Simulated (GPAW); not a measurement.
# CoO (Fm-3m) in GPAW: notebook

The runs below take CoO through electron localisation function, Fermi surface, magnons, band structure, with PBEsol+U, LDA, PBEsol.

Program: GPAW 26.7.0. These are calculated values, not measurements. Logs are shortened: lines on timing, memory, paths and dates and some standing lists are left out, and cuts for length are marked. The log counts tension as positive stress, the text compression.

### 1 The structure

The structure is cubic, space group Fm-3m (No. 225). Conventional cell: a = 4.263 Å, b = 4.263 Å, c = 4.263 Å, α = 90.00°, β = 90.00°, γ = 90.00°. Co (site symmetry m-3m) is surrounded by 6 O at 2.13 Å. O (site symmetry m-3m) has 6 Co at 2.13 Å as nearest neighbours.

### 2 Electron localisation function, PBEsol+U, collinear spin, ferromagnetic start

File run.py:

```python
from ase.dft.bandgap import bandgap
from ase.io import read, write
from ase.units import Bohr, GPa
from gpaw import GPAW, PW, setup_paths
from gpaw.elf import elf_from_dft_calculation

setup_paths.insert(0, '.')

atoms = read('CoO.xyz')
atoms.set_initial_magnetic_moments([2.0, 0.0])

calc = GPAW(mode=PW(1040),
            xc='PBEsol',
            kpts={'size': (11, 11, 11), 'gamma': True},
            occupations={'name': 'fermi-dirac', 'width': 0.05},
            setups={'Co': ':d,3.5'},
            nbands=17,
            convergence={'density': 1e-05, 'energy': 1e-05},
            mixer={'backend': 'pulay', 'beta': 0.02, 'nmaxold': 8, 'weight': 100.0},
            maxiter=150,
            txt='gpaw.txt')
atoms.calc = calc
energy = atoms.get_potential_energy()
forces = atoms.get_forces()
stress = atoms.get_stress()
calc.write('gs.gpw')
write('result.traj', atoms)
print(f'Energy: {energy:.6f} eV')
print('Forces (eV/A):')
print(forces.round(4))
print('Stress (GPa):', (stress / GPa).round(3))
print('Moments:', calc.get_magnetic_moments().round(3))
print('Fermi level:', round(calc.get_fermi_level(), 4), 'eV')
print(f'Gap: {bandgap(calc)[0]:.4f} eV, direct: {bandgap(calc, direct=True)[0]:.4f} eV')

# fields on the real-space grid
write('density.cube', atoms, data=calc.get_pseudo_density() * Bohr**3)
write('potential.cube', atoms, data=calc.get_electrostatic_potential())
write('spin.cube', atoms, data=(calc.get_pseudo_density(spin=0) - calc.get_pseudo_density(spin=1)) * Bohr**3)
write('elf.cube', atoms, data=elf_from_dft_calculation(calc).data)
```

File CoO.xyz:

```xyz
2
Lattice="0.0000000000 2.1315000000 2.1315000000 2.1315000000 0.0000000000 2.1315000000 2.1315000000 2.1315000000 0.0000000000" Properties=species:S:1:pos:R:3 pbc="T T T"
Co     0.0000000000      0.0000000000      0.0000000000
O      2.1315000000      2.1315000000      2.1315000000
```

Potentials or basis: PAW data sets generated in the run's folder for this functional, pw.

Run with:

```bash
$ gpaw-setup -f PBEsol Co O
$ OMP_NUM_THREADS=1 python run.py
```

gpaw.txt:

```text
__  _  _
 | _ |_)|_||  |
 |__||  | ||/\| - 26.7.0

Input parameters:
  mode=PW(ecut=1040.0),
  convergence={'density': 1e-05, 'energy': 1e-05},
  kpts=MonkhorstPack(size=(11, 11, 11), gamma=True),
  maxiter=150,
  mixer=Pulay(name='pulay', nmaxold=8, beta=0.02, weight=100.0, sigma=0.015, g_ss=None),
  nbands=17,
  occupations=Occupations(name='fermi-dirac', width=0.05),
  setups={'Co': ':d,3.5'},
  xc=XC(name='PBEsol')

Diagonalizing LCAO Hamiltonian
Converting LCAO to pw mode

              O

       Co

Atoms  # Å, Bohr magnetons
|   | symbol |        x |        y |        z |    initial magnetic moments |
|---|--------|----------|----------|----------|-----------------------------|
| 0 |     Co | 0.000000 | 0.000000 | 0.000000 | ( 0.0000,  0.0000,  2.0000) |
| 1 |      O | 2.131500 | 2.131500 | 2.131500 | ( 0.0000,  0.0000,  0.0000) |

Unit cell  # Å
| periodic |        x |        y |        z |  lengths |    angles |
|----------|----------|----------|----------|----------|-----------|
|      yes | 0.000000 | 2.131500 | 2.131500 | 3.014396 | 60.000000 |
|      yes | 2.131500 | 0.000000 | 2.131500 | 3.014396 | 60.000000 |
|      yes | 2.131500 | 2.131500 | 0.000000 | 3.014396 | 60.000000 |

Number of symmetries: 48
Symmetry operations  # r_c * U_cc + t_c -> r_c
|    | kind |            matrix            |
|----|------|------------------------------|
|  0 |  σ   |  1, 0, 0,  1, 0,-1,  1,-1, 0 |
|  1 |  C2  |  1, 0, 0,  1,-1, 0,  1, 0,-1 |
|  2 |  E   |  1, 0, 0,  0, 1, 0,  0, 0, 1 |
|  3 |  σ   |  1, 0, 0,  0, 0, 1,  0, 1, 0 |
|  4 |  C4  |  1, 0,-1,  1, 0, 0,  1,-1, 0 |
|  5 |  S6  |  1, 0,-1,  1,-1, 0,  1, 0, 0 |
|  6 |  σ   |  1, 0,-1,  0, 1,-1,  0, 0,-1 |
|  7 |  C3  |  1, 0,-1,  0, 0,-1,  0, 1,-1 |
|  8 |  S6  |  1,-1, 0,  1, 0, 0,  1, 0,-1 |
|  9 |  C4  |  1,-1, 0,  1, 0,-1,  1, 0, 0 |
| 10 |  C3  |  1,-1, 0,  0,-1, 1,  0,-1, 0 |
| 11 |  σ   |  1,-1, 0,  0,-1, 0,  0,-1, 1 |
| 12 |  σ   |  0, 1, 0,  1, 0, 0,  0, 0, 1 |
| 13 |  C4  |  0, 1, 0,  0, 1,-1, -1, 1, 0 |
| 14 |  C3  |  0, 1, 0,  0, 0, 1,  1, 0, 0 |
| 15 |  S6  |  0, 1, 0, -1, 1, 0,  0, 1,-1 |
| 16 |  C2  |  0, 1,-1,  1, 0,-1,  0, 0,-1 |
| 17 |  σ   |  0, 1,-1,  0, 1, 0, -1, 1, 0 |
| 18 |  S4  |  0, 1,-1,  0, 0,-1,  1, 0,-1 |
| 19 |  C4  |  0, 1,-1, -1, 1, 0,  0, 1, 0 |
| 20 |  C3  |  0, 0, 1,  1, 0, 0,  0, 1, 0 |
| 21 |  σ   |  0, 0, 1,  0, 1, 0,  1, 0, 0 |
| 22 |  S6  |  0, 0, 1,  0,-1, 1, -1, 0, 1 |
| 23 |  C4  |  0, 0, 1, -1, 0, 1,  0,-1, 1 |
| 24 |  S4  |  0, 0,-1,  1, 0,-1,  0, 1,-1 |
| 25 |  C3  |  0, 0,-1,  0, 1,-1,  1, 0,-1 |
| 26 |  C2  |  0, 0,-1,  0,-1, 0, -1, 0, 0 |
| 27 |  S6  |  0, 0,-1, -1, 0, 0,  0,-1, 0 |
| 28 |  S4  |  0,-1, 1,  1,-1, 0,  0,-1, 0 |
| 29 |  C4  |  0,-1, 1,  0, 0, 1, -1, 0, 1 |
| 30 |  C2  |  0,-1, 1,  0,-1, 0,  1,-1, 0 |
| 31 |  σ   |  0,-1, 1, -1, 0, 1,  0, 0, 1 |
| 32 |  C3  |  0,-1, 0,  1,-1, 0,  0,-1, 1 |
| 33 |  S6  |  0,-1, 0,  0, 0,-1, -1, 0, 0 |
| 34 |  S4  |  0,-1, 0,  0,-1, 1,  1,-1, 0 |
| 35 |  C2  |  0,-1, 0, -1, 0, 0,  0, 0,-1 |
| 36 |  C2  | -1, 1, 0,  0, 1, 0,  0, 1,-1 |
| 37 |  S6  | -1, 1, 0,  0, 1,-1,  0, 1, 0 |
| 38 |  S4  | -1, 1, 0, -1, 0, 1, -1, 0, 0 |
| 39 |  C3  | -1, 1, 0, -1, 0, 0, -1, 0, 1 |
| 40 |  S6  | -1, 0, 1,  0, 0, 1,  0,-1, 1 |
| 41 |  C2  | -1, 0, 1,  0,-1, 1,  0, 0, 1 |
| 42 |  C3  | -1, 0, 1, -1, 1, 0, -1, 0, 0 |
| 43 |  S4  | -1, 0, 1, -1, 0, 0, -1, 1, 0 |
| 44 |  C2  | -1, 0, 0,  0, 0,-1,  0,-1, 0 |
| 45 |  i   | -1, 0, 0,  0,-1, 0,  0, 0,-1 |
| 46 |  σ   | -1, 0, 0, -1, 1, 0, -1, 0, 1 |
| 47 |  C2  | -1, 0, 0, -1, 0, 1, -1, 1, 0 |

BZ-sampling:
  Number of BZ points: 1331
  Number of IBZ points: 56

  Monkhorst-Pack size: [11, 11, 11]
  Monkhorst-Pack shift: [0, 0, 0]

K-points  # in reciprocal-cell coordinates
|     |                                coordinates |     weight |
|-----|--------------------------------------------|------------|
|   0 | (  0.00000000,   0.00000000,   0.00000000) | 0.00075131 |
|   1 | (  0.09090909,   0.09090909,   0.00000000) | 0.00450789 |
|   2 | (  0.09090909,   0.09090909,   0.09090909) | 0.00601052 |
|   3 | (  0.18181818,   0.09090909,   0.09090909) | 0.00901578 |
|   4 | (  0.18181818,   0.18181818,   0.00000000) | 0.00450789 |
|   5 | (  0.18181818,   0.18181818,   0.09090909) | 0.01803156 |
|   6 | (  0.18181818,   0.18181818,   0.18181818) | 0.00601052 |
|   7 | (  0.27272727,   0.18181818,   0.09090909) | 0.01803156 |
|   8 | (  0.27272727,   0.18181818,   0.18181818) | 0.01803156 |
|   9 | (  0.27272727,   0.27272727,   0.00000000) | 0.00450789 |
| ... |                                            |            |
|  55 | (  0.45454545,   0.45454545,   0.45454545) | 0.00601052 |

Plane wave coefficients: 1485
Cutoff: 1040.0 eV

Spin-components: 2 (collinear spins)
Bands:           17
Projectors:      11
Spin-degeneracy: 1
Datatype:        complex128

Parallelization:
  kpt:    1
  domain: 1
  band:   1

Density:
  Valence electrons: 15.0
  Components: 2
  Grid points: [24 24 24]
  Charge: 0.0  # |e|

Potential:
  Grid points: [24 24 24]

species:
  Co:
    name:    Cobalt
    Z:       27.0
    valence: 9
    core:    18
    charge:  0.0  # [|e|]
    Hubbard: {U: 3.5,  # eV
              l: 2,
              scale: True}
    compensation charges:
      type: gauss
      rc: 0.32  # [Å]
      lmax: 2
    cutoffs:
      filter: 1.87  # [Å]
      core: 2.55  # [Å]
    projectors
    | kind |    occ | energy [eV] | rcut [Å] |
    |------|--------|-------------|----------|
    |   4s |  2.000 |      -5.488 |    1.005 |
    |   4p |  0.000 |      -1.248 |    1.058 |
    |   3d |  7.000 |      -8.230 |    1.005 |
    |    s |        |      21.723 |    1.005 |
    |    p |        |      25.963 |    1.058 |
    |    d |        |      18.981 |    1.005 |

    Using partial waves for Co as LCAO basis

  O:
    name:    Oxygen
    Z:       8.0
    valence: 6
    core:    2
    charge:  0.0  # [|e|]
    compensation charges:
      type: gauss
      rc: 0.21  # [Å]
      lmax: 2
    cutoffs:
      filter: 1.17  # [Å]
      core: 0.83  # [Å]
    projectors
    | kind |    occ | energy [eV] | rcut [Å] |
    |------|--------|-------------|----------|
    |   2s |  2.000 |     -23.808 |    0.688 |
    |   2p |  4.000 |      -8.972 |    0.598 |
    |    s |        |       3.404 |    0.688 |
    |    p |        |      18.239 |    0.598 |
    |    d |        |       0.000 |    0.619 |

    Using partial waves for O as LCAO basis

Reference energy: -39902.827428  # eV

eigensolver:
  PPCG
  Converge bands: occupied
  niter=2

density mixing:
  Pulay-Mixer
  Linear mixing parameters: 0.02
  Old densities: 8
  Fourier metric: weight=100.0, sigma=0.015

occupation numbers:
  Fermi-Dirac:
    width: 0.0500  # eV

poisson solver:
  ecut: 8320.0  # eV

xc functional:
  name: PBEsol with 2 nearest neighbor stencil

convergence criteria:
- Maximum integral of absolute [dens]ity change: 1e-05 electrons / valence electron
- Maximum [total energy] change in last 3 cyles: 1e-05 eV / valence electron
- Maximum integral of absolute [eigenst]ate change: 4e-08 eV^2 / valence electron
maximum number of iterations: 150

SCF iterations
|iter     | |      energy | eigst |  dens |  magmom |
|---------|-|-------------|-------|-------|---------|
|iter:   1| |  -13.422693 | +0.03 |       |  +2.0014|
|iter:   2| |  -13.383067 | -2.27 | -0.77 |  +2.0214|
|iter:   3| |  -13.299482 | -1.32 | -0.79 |  +2.2993|
|iter:   4| |  -13.336038 | -3.91 | -1.01 |  +2.3309|
|iter:   5| |  -13.703854 | -2.44 | -1.04 |  +2.6524|
|iter:   6| |  -13.855141 | -3.10 | -1.32 |  +2.7733|
|iter:   7| |  -13.941670 | -2.63 | -1.37 |  +2.9879|
|iter:   8| |  -13.939952 | -3.90 | -1.76 |  +3.0032|
|iter:   9| |  -13.941901 | -5.05 | -1.88 |  +2.9901|
|iter:  10| |  -13.944702 | -3.38 | -1.91 |  +3.0007|
|iter:  11| |  -13.944713 | -5.66 | -2.81 |  +3.0000|
|iter:  12| |  -13.944730c| -5.76 | -2.92 |  +3.0000|
|iter:  13| |  -13.944712c| -5.95 | -3.26 |  +2.9995|
|iter:  14| |  -13.944713c| -7.76c| -4.17 |  +2.9994|
|iter:  15| |  -13.944711c| -8.05c| -4.08 |  +3.0000|
|iter:  16| |  -13.944710c| -7.66c| -4.45 |  +3.0001|
|iter:  17| |  -13.944710c| -8.61c| -4.99 |  +3.0001|
|iter:  18| |  -13.944711c| -8.18c| -5.00 |  +3.0000|
|iter:  19| |  -13.944711c| -8.90c| -5.57c|  +3.0000|

Converged in 19 steps
Energy contributions relative to reference atoms: (reference = -39902.827428)

Energy contributions:
  Kinetic:          31.243645
  Coulomb:         -27.238601
  Zero:              0.074334
  External:          0.000000
  Xc:              -18.006879
  Entropy:          -0.034420
  Spinorbit:         0.000000
  ----------------------------
  Free energy:     -13.961920
  Extrapolated:    -13.944711

dipole moment: (-11.357692, -11.357692, -11.357692)  # |e|*Ang

Total magnetic moment: (0.000000, 0.000000, 2.999997)

Local magnetic moments
|        x |        y |        z |
|----------|----------|----------|
| 0.000000 | 0.000000 | 2.689235 |  # Co   0
| 0.000000 | 0.000000 | 0.192988 |  # O    1

Fermi level: 8.313
Eigenvalues  # (at kpt = [0.000, 0.000, 0.000])
| band index |      eig [eV] | occ [0-1] |      eig [eV] | occ [0-1] |
|------------|---------------|-----------|---------------|-----------|
|          0 |       -11.410 |     1.000 |       -10.994 |     1.000 |
|          1 |         3.360 |     1.000 |         6.090 |     1.000 |
|          2 |         3.360 |     1.000 |         6.090 |     1.000 |
|          3 |         3.788 |     1.000 |         6.090 |     1.000 |
|          4 |         3.788 |     1.000 |         7.153 |     1.000 |
|          5 |         3.788 |     1.000 |         7.153 |     1.000 |
[... 9 lines left out ...]
|         15 |        29.730 |     0.000 |        30.711 |     0.000 |
|         16 |        29.730 |     0.000 |        30.711 |     0.000 |

No gap
No difference between direct/indirect transitions

Forces  # eV/Ang
|        x |        y |        z |
|----------|----------|----------|
| -0.00000 |  0.00000 | -0.00000 |  # Co   0
|  0.00000 | -0.00000 | -0.00000 |  # O    1

Stress tensor  # eV/Ang^3
|         x |         y |         z |
|-----------|-----------|-----------|
|  0.045628 |  0.000000 | -0.000000 |
|  0.000000 |  0.045628 | -0.000000 |
| -0.000000 | -0.000000 |  0.045628 |

# Writing to gs.gpw (mode='')
```

Run time: 80 s. Hardware: 1 thread of Intel Xeon at 2.60GHz (Ice Lake), shared host; peak memory 0.21 GiB.

Results:

- Free energy: -13.9619 eV
- Pressure: -7.3 GPa
- Band gap on the k mesh: none (metal or under the smearing width)
- Net moment: 3.00 μB per cell
- Site moments: Co +2.69; O +0.19 μB

Caveat: a cell with one magnetic atom can't hold antiferromagnetic order, which such compounds often take. The state reached can hang on the start; a lower one may exist.

### 3 Fermi surface, PBEsol+U, collinear spin, ferromagnetic start

File run.py:

```python
import json
import numpy as np
from ase.dft.bandgap import bandgap
from ase.io import read, write
from ase.units import GPa
from gpaw import GPAW, PW, setup_paths

setup_paths.insert(0, '.')

atoms = read('CoO.xyz')
atoms.set_initial_magnetic_moments([2.0, 0.0])

calc = GPAW(mode=PW(1040),
            xc='PBEsol',
            kpts={'size': (11, 11, 11), 'gamma': True},
            occupations={'name': 'fermi-dirac', 'width': 0.05},
            setups={'Co': ':d,3.5'},
            nbands=17,
            convergence={'density': 1e-05, 'energy': 1e-05},
            mixer={'backend': 'pulay', 'beta': 0.02, 'nmaxold': 8, 'weight': 100.0},
            maxiter=75,
            txt='gpaw.txt')
atoms.calc = calc
energy = atoms.get_potential_energy()
forces = atoms.get_forces()
stress = atoms.get_stress()
calc.write('gs.gpw')
write('result.traj', atoms)
print(f'Energy: {energy:.6f} eV')
print('Forces (eV/A):')
print(forces.round(4))
print('Stress (GPa):', (stress / GPa).round(3))
print('Moments:', calc.get_magnetic_moments().round(3))
print('Fermi level:', round(calc.get_fermi_level(), 4), 'eV')
print(f'Gap: {bandgap(calc)[0]:.4f} eV, direct: {bandgap(calc, direct=True)[0]:.4f} eV')

size = (18, 18, 18)
dense = calc.fixed_density(kpts={'size': size, 'gamma': True}, update_fermi_level=True,
                           convergence={'bands': 'CBM+2.0', 'eigenstates': 1e-7}, txt='dense.txt')
ef = dense.get_fermi_level()
index = np.round(dense.get_bz_k_points() * size).astype(int) % size
recip = 2 * np.pi * atoms.cell.reciprocal()
sheets = []
for s, e_kn in enumerate(dense.eigenvalues()):
    for n in range(e_kn.shape[1] - 2):
        if e_kn[:, n].min() < ef < e_kn[:, n].max():
            e = np.empty(size)
            e[tuple(index.T)] = e_kn[dense.get_bz_to_ibz_map(), n] - ef
            de = np.array([(np.roll(e, -1, c) - np.roll(e, 1, c)) * size[c] / 2 for c in range(3)])
            v = np.linalg.norm(np.einsum('vc,cxyz->vxyz', np.linalg.inv(recip), de), axis=0)
            w = np.exp(-(e / 0.1)**2) / (0.1 * np.pi**0.5)
            sheets.append({'spin': s, 'band': n, 'filled': (e < 0).mean(), 'dos': w.mean(), 'bottom': e.min(), 'top': e.max(),
                           'velocity': (w * v).sum() / w.sum() * 1.519267e5, 'slice': e[:, :, 0].round(3).tolist()})
            print(f'spin {s} band {n}: filled share {sheets[-1]["filled"]:.3f}, from {e.min():.3f} to {e.max():.3f} eV,',
                  f'{w.mean():.3f} states/eV, mean velocity {sheets[-1]["velocity"]:.3e} m/s')
print('Fermi level on the dense mesh:', round(ef, 4), 'eV,', len(sheets), 'sheets')
json.dump({'ef': ef, 'sheets': sheets}, open('fermi.json', 'w'))
```

CoO.xyz is that of step 2.

Potentials or basis: PAW data sets generated in the run's folder for this functional, pw.

Run with:

```bash
$ gpaw-setup -f PBEsol Co O
$ OMP_NUM_THREADS=1 python run.py
```

gpaw.txt:

```text
__  _  _
 | _ |_)|_||  |
 |__||  | ||/\| - 26.7.0

Input parameters:
  mode=PW(ecut=1040.0),
  convergence={'density': 1e-05, 'energy': 1e-05},
  kpts=MonkhorstPack(size=(11, 11, 11), gamma=True),
  maxiter=75,
  mixer=Pulay(name='pulay', nmaxold=8, beta=0.02, weight=100.0, sigma=0.015, g_ss=None),
  nbands=17,
  occupations=Occupations(name='fermi-dirac', width=0.05),
  setups={'Co': ':d,3.5'},
  xc=XC(name='PBEsol')

Diagonalizing LCAO Hamiltonian
Converting LCAO to pw mode

              O

       Co

Atoms  # Å, Bohr magnetons
|   | symbol |        x |        y |        z |    initial magnetic moments |
|---|--------|----------|----------|----------|-----------------------------|
| 0 |     Co | 0.000000 | 0.000000 | 0.000000 | ( 0.0000,  0.0000,  2.0000) |
| 1 |      O | 2.131500 | 2.131500 | 2.131500 | ( 0.0000,  0.0000,  0.0000) |

Unit cell  # Å
| periodic |        x |        y |        z |  lengths |    angles |
|----------|----------|----------|----------|----------|-----------|
|      yes | 0.000000 | 2.131500 | 2.131500 | 3.014396 | 60.000000 |
|      yes | 2.131500 | 0.000000 | 2.131500 | 3.014396 | 60.000000 |
|      yes | 2.131500 | 2.131500 | 0.000000 | 3.014396 | 60.000000 |

Number of symmetries: 48
Symmetry operations  # r_c * U_cc + t_c -> r_c
|    | kind |            matrix            |
|----|------|------------------------------|
|  0 |  σ   |  1, 0, 0,  1, 0,-1,  1,-1, 0 |
|  1 |  C2  |  1, 0, 0,  1,-1, 0,  1, 0,-1 |
|  2 |  E   |  1, 0, 0,  0, 1, 0,  0, 0, 1 |
|  3 |  σ   |  1, 0, 0,  0, 0, 1,  0, 1, 0 |
|  4 |  C4  |  1, 0,-1,  1, 0, 0,  1,-1, 0 |
|  5 |  S6  |  1, 0,-1,  1,-1, 0,  1, 0, 0 |
[... 188 lines left out ...]
|iter:  15| |  -13.944711c| -8.05c| -4.08 |  +3.0000|
|iter:  16| |  -13.944710c| -7.66c| -4.45 |  +3.0001|
|iter:  17| |  -13.944710c| -8.61c| -4.99 |  +3.0001|
|iter:  18| |  -13.944711c| -8.18c| -5.00 |  +3.0000|
|iter:  19| |  -13.944711c| -8.90c| -5.57c|  +3.0000|

Converged in 19 steps
Energy contributions relative to reference atoms: (reference = -39902.827428)

Energy contributions:
  Kinetic:          31.243645
  Coulomb:         -27.238601
  Zero:              0.074334
  External:          0.000000
  Xc:              -18.006879
  Entropy:          -0.034420
  Spinorbit:         0.000000
  ----------------------------
  Free energy:     -13.961920
  Extrapolated:    -13.944711

dipole moment: (-11.357692, -11.357692, -11.357692)  # |e|*Ang

Total magnetic moment: (0.000000, 0.000000, 2.999997)

Local magnetic moments
|        x |        y |        z |
|----------|----------|----------|
| 0.000000 | 0.000000 | 2.689235 |  # Co   0
| 0.000000 | 0.000000 | 0.192988 |  # O    1

Fermi level: 8.313
Eigenvalues  # (at kpt = [0.000, 0.000, 0.000])
| band index |      eig [eV] | occ [0-1] |      eig [eV] | occ [0-1] |
|------------|---------------|-----------|---------------|-----------|
|          0 |       -11.410 |     1.000 |       -10.994 |     1.000 |
|          1 |         3.360 |     1.000 |         6.090 |     1.000 |
|          2 |         3.360 |     1.000 |         6.090 |     1.000 |
|          3 |         3.788 |     1.000 |         6.090 |     1.000 |
|          4 |         3.788 |     1.000 |         7.153 |     1.000 |
|          5 |         3.788 |     1.000 |         7.153 |     1.000 |
[... 9 lines left out ...]
|         15 |        29.730 |     0.000 |        30.711 |     0.000 |
|         16 |        29.730 |     0.000 |        30.711 |     0.000 |

No gap
No difference between direct/indirect transitions

Forces  # eV/Ang
|       x |       y |        z |
|---------|---------|----------|
| 0.00000 | 0.00000 |  0.00000 |  # Co   0
| 0.00000 | 0.00000 | -0.00000 |  # O    1

Stress tensor  # eV/Ang^3
|        x |        y |        z |
|----------|----------|----------|
| 0.045628 | 0.000000 | 0.000000 |
| 0.000000 | 0.045628 | 0.000000 |
| 0.000000 | 0.000000 | 0.045628 |

# Writing to gs.gpw (mode='')
```

stdout:

```text
Energy: -13.944711 eV
Forces (eV/A):
[[ 0.  0.  0.]
 [ 0.  0. -0.]]
Stress (GPa): [7.31 7.31 7.31 0.   0.   0.  ]
Moments: [2.689 0.193]
Fermi level: 8.3131 eV
Gap: 0.0000 eV, direct: 0.0000 eV
spin 1 band 5: filled share 0.751, from -1.161 to 0.134 eV, 2.561 states/eV, mean velocity 8.466e+04 m/s
spin 1 band 6: filled share 0.234, from -1.161 to 0.193 eV, 1.783 states/eV, mean velocity 7.358e+04 m/s
Fermi level on the dense mesh: 8.3136 eV, 2 sheets
```

It took 2.6 min on 1 thread of Intel Xeon at 2.60GHz (Ice Lake), shared host; peak memory 0.47 GiB.

What came out:

- Free energy: -13.9619 eV
- Pressure: -7.3 GPa
- Band gap on the k mesh: none (metal or under the smearing width)
- Net moment: 3.00 μB per cell
- Site moments: Co +2.69; O +0.19 μB

Levels at points of the mesh, in eV from the Fermi level:
Spin up:
| k point | band 5 | band 6 | band 7 | band 8 | band 9 | band 10 | band 11 | band 12 | band 13 |
| --- | --- | --- | --- | --- | --- | --- | --- | --- | --- |
| (0.00, 0.00, 0.00) | -4.53 | -4.53 | -2.70 | -2.70 | -2.70 | 1.15 | 16.88 | 17.72 | 17.72 |
Spin down:
```
           k point  band 3  band 4  band 5  band 6  band 7  band 8  band 9  band 10
(0.00, 0.00, 0.00)   -2.22   -2.22   -1.16   -1.16   -1.16    1.63    1.82     1.82
```

Caveat: a cell with one magnetic atom can't hold antiferromagnetic order, which such compounds often take.

[end of part 1 of 2]
